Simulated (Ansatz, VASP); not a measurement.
One calculation of Li2H, two programs

```
Li H
1.0
     2.66111    0.00000    0.00000
     0.00000    2.66111    0.00000
     0.00000    0.00000    4.65317
Li H
2 1
Direct
  0.50000 0.50000 0.21473
  0.50000 0.50000 0.78527
  0.00000 0.00000 0.50000
```

Alike in both runs: task single point; functional PBE; k mesh 6 × 6 × 4; occupations gaussian, width 0.1 eV; no spin polarisation.

```csv
,VASP,Ansatz
version,VASP 6.6.1,Ansatz 0.2.0
potentials or method,"VASP PAW PBE potentials, release 64 (Li_sv, H)","scalar-relativistic, plane waves, PAW"
plane-wave cutoff (eV),520,420
valence electrons in the cell,7,7
```

|  | VASP | Ansatz | Ansatz less VASP |
| --- | --- | --- | --- |
| gap on the k mesh at the Fermi level (eV) | none | none | - |
| rms of the force components (eV/Å) | 0.970 | 0.969 | -0.0001 |

Atom by atom the forces differ by 0.000 eV/Å (rms over components). A gap of «none» marks a metal or a gap that the smearing closes. The functional is the same, so the differences come from potentials, cutoffs and numerics.

Caveats: the k mesh is coarse (spacing up to 0.39 Å⁻¹), so the values aren't converged; forces of over 1 eV/Å show positions far from the minimum, so gaps and moduli don't describe the material at rest.
